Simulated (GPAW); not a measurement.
The system is Te2Mo.

```
CELL_PARAMETERS angstrom
3.51820 0.00000 0.00000
-1.75910 3.04685 0.00000
0.00000 0.00000 13.97360
ATOMIC_POSITIONS crystal
Te 0.66667 0.33333 0.37900
Te 0.33333 0.66667 0.87900
Te 0.66667 0.33333 0.12100
Te 0.33333 0.66667 0.62100
Mo 0.66667 0.33333 0.75000
Mo 0.33333 0.66667 0.25000
```

Program: GPAW 26.7.0. Alike in all runs: task band structure; cell as given; cutoff (eV) 600; smearing fermi-dirac 0.05 eV.

Question: Order these runs on this cell by their pressure, lowest first.
A. level LDA; potentials or basis the program's PAW data sets (release 1.2.1) made for this functional, pw; spin off; k mesh 9 × 9 × 2; band points 100
B. level BLYP; potentials or basis PAW data sets generated in the run's folder for this functional, pw; spin off; k mesh 9 × 9 × 2; band points 80; eigensolver davidson
C. level PBEsol; potentials or basis PAW data sets generated in the run's folder for this functional, pw; spin SOC, no magnetisation; k mesh 7 × 7 × 2; band points 100; spin axis theta (degrees) 0; spin axis phi (degrees) 0; soc after scf second variation
D. level revPBE; potentials or basis the program's PAW data sets (release 1.2.1) made for this functional, pw; spin off; k mesh 9 × 9 × 2; band points 80

Answer: A (-3.8 GPa), C (-1.7 GPa), D (3.8 GPa), B (8.2 GPa).

Caveats: this functional lacks dispersion, which binds the layers, so the pressure and a relaxed spacing across them are unreliable (some runs); spin-orbit coupling was added after a scalar SCF, so levels and gaps hold it while energy, forces, pressure and moments don't (some runs).

Runs at the PBE level aren't shown here.
